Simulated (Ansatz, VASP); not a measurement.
## ScAl: VASP beside Ansatz

The input INCAR:

```
PREC = Accurate
ENCUT = 520
EDIFF = 1E-6
ISMEAR = -1
SIGMA = 0.05
LREAL = F
LASPH = T
NELM = 100
ALGO = Normal
ISIF = 2
LWAVE = F
LCHARG = F
NBANDS = 22
```

KPOINTS

```
Automatic mesh
0
Gamma
  10 10 11
```

Contents of POSCAR:

```
ScAl
1.0
    2.1633990000     -5.2502190000      0.0000000000
    2.1633990000      5.2502190000      0.0000000000
    0.0000000000      0.0000000000      3.7712920000
Sc Al
2 2
Direct
    0.8646810000      0.1353190000      0.7500000000
    0.1353190000      0.8646810000      0.2500000000
    0.5845050000      0.4154950000      0.7500000000
    0.4154950000      0.5845050000      0.2500000000
```

Input for Ansatz:

```yaml
crystal:
  lattice:
    - [2.163399, -5.250219, 0.0]
    - [2.163399, 5.250219, 0.0]
    - [0.0, 0.0, 3.771292]
  atoms:
    - { symbol: Sc, position: [0.864681, 0.135319, 0.75] }
    - { symbol: Sc, position: [0.135319, 0.864681, 0.25] }
    - { symbol: Al, position: [0.584505, 0.415495, 0.75] }
    - { symbol: Al, position: [0.415495, 0.584505, 0.25] }
kpoints:
  mp_grid: { grid: [10, 10, 11] }
  band_path:
    path:
      - [0.0, 0.0, 0.0]
      - [-0.5, 0.5, 0.0]
      - [-0.292448116, 0.707551884, 0.0]
      - [0.292448116, 0.292448116, 0.0]
      - [0.0, 0.0, 0.0]
      - [0.0, 0.0, 0.5]
      - [0.292448116, 0.292448116, 0.5]
      - [-0.292448116, 0.707551884, 0.5]
      - [-0.5, 0.5, 0.5]
    npoints: 5
scf:
  occupations: { method: fermi_dirac, width: 0.05 }
hamiltonian:
  xc: lda
  pseudopotentials: { kind: all_electron, lapw: { basis_error: 0.001 } }
output:
  forces: true
  stress: true
  eigenvalues: true
```

Alike in both runs: task single point; functional LDA; k mesh 10 × 10 × 11; occupations fermi-dirac, width 0.05 eV; no spin polarisation.

|  | VASP | Ansatz |
| --- | --- | --- |
| version | VASP 6.6.1 | Ansatz 0.2.0 |
| potentials or method | VASP PAW LDA potentials, release 64 (Sc_sv, Al) | all-electron LAPW, scalar-relativistic |
| plane-wave cutoff (eV) | 520 | see its input |

```tsv
	VASP	Ansatz	Ansatz less VASP
pressure (GPa)	-4.2	-4.3	-0.15
largest component of the traceless stress (GPa)	0.83	0.84	+0.005
rms of the force components (eV/Å)	0.027	0.026	-0.0005
```

Atom by atom the forces differ by 0.003 eV/Å (rms over components). Ansatz ran all-electron here, so the differences hold the error of VASP's frozen core and of both bases.
